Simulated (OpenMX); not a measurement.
The system is Ti.

```
Ti
1.0
    -1.64100    1.64100    1.64100
     1.64100   -1.64100    1.64100
     1.64100    1.64100   -1.64100
Ti
1
Direct
  0.00000 0.00000 0.00000
```

This isn't the form of Ti at room conditions, which is hcp.

* Program: OpenMX 3.8.5
* Task: relaxation of cell and atoms
* Functional: PBE
* Dispersion: D4
* Potentials or basis: OpenMX 2013 PBE set, Ti7.0-s3p2d1, grid cutoff 400 Ry
* k mesh: 8 × 8 × 8, shifted
* Occupations: fermi-dirac, width 0.05 eV
* Spin: no spin polarisation

At the start: pressure -7.7 GPa; volume 17.68 Å³/atom.

How do energy, volume and symmetry change on relaxing?

Over 4 steps the energy falls by 30.8 meV/atom and the volume is 16.53 Å³/atom (-6.5 %); space group Im-3m (No. 229, to 0.05 Å).

The path:
```csv
step,energy change (eV),largest force (eV/Å),pressure (GPa),volume (Å³)
1,0.0000,0.0000,-7.69,17.68
2,-0.0235,0.0000,-3.81,17.04
3,-0.0308,0.0000,0.38,16.49
4,-0.0308,0.0000,0.01,16.53
```

Final structure:
```
CELL_PARAMETERS angstrom
-1.60717 1.60490 1.60490
1.60490 -1.60717 1.60490
1.60489 1.60489 -1.60717
ATOMIC_POSITIONS crystal
Ti 0.00000 0.00000 0.00000
```

Caveat: the transition metal has a single d function, too few for pressures, volumes and moments; volumes in these bases differ from converged ones by about 1 %, for some elements by several; the energies along the path lack the entropy term of the smearing; the basis of atomic orbitals isn't converged, which shifts pressures, moduli and gaps; pairwise dispersion overbinds metals, which lowers pressure and volume.
